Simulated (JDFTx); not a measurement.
**TiTe2: relaxation of cell and atoms with LDA**

Crystal: TiTe2.

```
CELL_PARAMETERS angstrom
3.77700 0.00000 0.00000
-1.88850 3.27098 0.00000
0.00000 0.00000 6.49800
ATOMIC_POSITIONS crystal
Te 0.33333 0.66667 0.73720
Te 0.66667 0.33333 0.26280
Ti 0.00000 0.00000 0.00000
```

```json
{"Program": "JDFTx 1.7.0 (patched build)", "Task": "relaxation of cell and atoms", "Functional": "LDA", "Potentials or basis": "PseudoDojo-SR-LDA-0.4.1-standard with smoothed tails", "Cutoff": "1143 eV", "Density cutoff": "9143 eV", "k mesh": "5 × 5 × 3", "Occupations": "fermi-dirac, width 0.05 eV", "Spin": "no spin polarisation", "Local potential set to -Z/r beyond": "6 bohr", "Density cutoff over wavefunction cutoff": "8", "Max SCF steps": "100", "SCF threshold on the energy": "1e-09 Ha", "Solver of the electrons": "scf", "Further solve for the empty bands": "no"}
```

The relaxed volume is 24.76 Å³/atom. The relaxed cell is a = 3.694 Å, b = 3.694 Å, c = 6.285 Å, α = 90.00°, β = 90.00°, γ = 120.00°. The space group after relaxing (to 0.05 Å) is P-3m1 (No. 164), the energy gained by relaxing is 23.0 meV/atom and the ionic steps are 17. The pressure after relaxing is 0.0 GPa. The largest force after relaxing is 0.006 eV/Å. The band gap on the k mesh is none (metal or under the smearing width) and the loewdin charges are Te -0.13; Ti +0.45 e.

Forces on the atoms (eV/Å):
```
Te   0.000  0.000  0.006
Te   0.000  0.000 -0.006
Ti   0.000  0.000  0.000
```

Step by step:
| step | energy change (eV) | largest force (eV/Å) | pressure (GPa) | volume (Å³) |
| --- | --- | --- | --- | --- |
| 1 | 0.0000 | 0.3415 | -4.00 | 80.28 |
| 2 | -0.0086 | 0.2842 | -3.70 | 80.01 |
| 3 | -0.0437 | 0.0418 | -1.79 | 78.20 |
| 4 | -0.0530 | 0.1344 | -0.97 | 77.18 |
| 5 | -0.0597 | 0.2075 | -0.03 | 75.88 |
| 6 | -0.0602 | 0.2505 | 1.35 | 73.79 |
| 7 | -0.0597 | 0.2610 | 1.40 | 73.76 |
| 8 | -0.0617 | 0.2221 | 1.21 | 73.84 |
| 9 | -0.0672 | 0.0495 | 0.33 | 74.24 |
| 10 | -0.0678 | 0.0149 | 0.12 | 74.36 |
| 11 | -0.0682 | 0.0085 | 0.04 | 74.41 |
| 12 | -0.0686 | 0.0183 | 0.03 | 74.42 |
| 13 | -0.0687 | 0.0346 | 0.14 | 74.28 |
| 14 | -0.0688 | 0.0247 | 0.12 | 74.19 |
| 15 | -0.0688 | 0.0053 | 0.07 | 74.13 |
| 16 | -0.0689 | 0.0068 | 0.03 | 74.19 |
| 17 | -0.0689 | 0.0058 | -0.01 | 74.27 |

Final structure:
```
Te Ti
1.0
     3.69389    0.00000    0.00000
    -1.84694    3.19900    0.00000
     0.00000    0.00000    6.28483
Te Ti
2 1
Direct
  0.33333 0.66667 0.73183
  0.66667 0.33333 0.26817
  0.00000 0.00000 0.00000
```

Levels at points of the mesh, in eV from the Fermi level:
| k point | band 19 | band 20 | band 21 | band 22 | band 23 | band 24 | band 25 | band 26 |
| --- | --- | --- | --- | --- | --- | --- | --- | --- |
| (0.00, 0.00, 0.00) | -1.68 | 0.32 | 0.46 | 0.46 | 0.92 | 1.31 | 1.31 | 3.28 |

Run time: 22 min on 1 thread of Intel(R) Xeon(R) Processor @ 2.70GHz (shared host), peak memory 0.2 GiB.

Caveat: the k mesh is coarse (spacing up to 0.38 Å⁻¹), so the values aren't converged; the plane waves are those of the starting cell, so after so large a change of volume the result is rough. Zero-point motion and thermal expansion aren't in these numbers.
